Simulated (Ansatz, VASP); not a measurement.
**TiAl3: VASP beside Ansatz**

INCAR

```
PREC = Accurate
ENCUT = 520
EDIFF = 1E-6
ISMEAR = 0
SIGMA = 0.15
LREAL = F
LASPH = T
NELM = 100
ALGO = Normal
ISIF = 2
LWAVE = F
LCHARG = F
GGA = PE
NBANDS = 31
```

The input KPOINTS:

```
regular mesh
0
Gamma
  8 8 6
```

The input POSCAR:

```
TiAl3
1.0
    1.9226734295     -1.9226734295     -4.3114047961
    1.9226734295     -1.9226734295      4.3114047961
   -3.8453468589     -3.8453468589      0.0000000000
Ti Al
2 6
Direct
   -0.0222669640     -0.0104403656      0.0021549858
    0.4699349103      0.4755032620      0.4951839627
    0.4837978265      0.4924414811     -0.0072599059
    0.0040411242     -0.0104843682      0.5136768006
    0.0065273549      0.5116270306      0.2573601546
    0.5220793239     -0.0017090737      0.7482292436
    0.5176330937      0.0124940697      0.2326853757
    1.0182533306      0.5305679640      0.7579693829
```

Input for Ansatz:

```yaml
crystal:
  lattice:
    - [1.9226734295, -1.9226734295, -4.3114047961]
    - [1.9226734295, -1.9226734295, 4.3114047961]
    - [-3.8453468589, -3.8453468589, 0.0]
  atoms:
    - { symbol: Ti, position: [-0.022266964, -0.0104403656, 0.0021549858] }
    - { symbol: Ti, position: [0.4699349103, 0.475503262, 0.4951839627] }
    - { symbol: Al, position: [0.4837978265, 0.4924414811, -0.0072599059] }
    - { symbol: Al, position: [0.0040411242, -0.0104843682, 0.5136768006] }
    - { symbol: Al, position: [0.0065273549, 0.5116270306, 0.2573601546] }
    - { symbol: Al, position: [0.5220793239, -0.0017090737, 0.7482292436] }
    - { symbol: Al, position: [0.5176330937, 0.0124940697, 0.2326853757] }
    - { symbol: Al, position: [1.0182533306, 0.530567964, 0.7579693829] }
basis:
  ecutwfc: 420
kpoints:
  mp_grid: { grid: [8, 8, 6] }
hamiltonian:
  xc: pbe
scf:
  occupations: { method: gaussian, width: 0.15 }
output:
  forces: true
  stress: true
  eigenvalues: true
```

Change from the starting cell: all atoms moved at random, sigma 0.1 Å a component.

Alike in both runs: task single point; functional PBE; k mesh 8 × 8 × 6; occupations gaussian, width 0.15 eV; no spin polarisation.

|  | VASP | Ansatz |
| --- | --- | --- |
| version | VASP 6.6.1 | Ansatz 0.2.0 |
| potentials or method | VASP PAW PBE potentials, release 64 (Ti_sv, Al) | scalar-relativistic, plane waves, PAW |
| plane-wave cutoff (eV) | 520 | 420 |
| valence electrons in the cell | 42 | 42 |

```csv
,VASP,Ansatz,Ansatz less VASP
gap on the k mesh at the Fermi level (eV),none,none,-
pressure (GPa),1.2,1.2,+0.01
largest component of the traceless stress (GPa),0.39,0.39,0.000
rms of the force components (eV/Å),0.547,0.547,-0.0004
```

Atom by atom the forces differ by 0.001 eV/Å (rms over components). A gap of «none» marks a metal or a gap that the smearing closes.

Caveats: forces of over 1 eV/Å show positions far from the minimum, so gaps and moduli don't describe the material at rest.
